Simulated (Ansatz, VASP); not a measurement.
**Si: VASP beside Ansatz**

```
Si
1.0
     0.00000    2.84934    2.70080
     2.55225    0.00000    2.70080
     2.55225    2.84934    0.00000
Si
2
Direct
  0.50000 0.50000 0.50000
  0.75000 0.75000 0.75000
```

Change from the starting cell: strain +e along x and -e along y -0.0550, strain +e along z and -e/2 along x and y +0.0000.

Alike in both runs: task single point; functional LDA; k mesh 12 × 12 × 12; occupations gaussian, width 0.05 eV; no spin polarisation.

|  | VASP | Ansatz |
| --- | --- | --- |
| version | VASP 6.6.1 | Ansatz 0.2.0 |
| potentials or method | VASP PAW LDA potentials, release 64 (Si) | scalar-relativistic, plane waves, PAW |
| plane-wave cutoff (eV) | 520 | 420 |
| valence electrons in the cell | 8 | 8 |

```tsv
	VASP	Ansatz	Ansatz less VASP
gap on the k mesh at the Fermi level (eV)	none	none	-
pressure (GPa)	0.0	0.0	-0.05
largest component of the traceless stress (GPa)	5.61	5.62	+0.004
```

A gap of «none» marks a metal or a gap that the smearing closes. Ansatz warned: «pseudo_functional_mismatch».
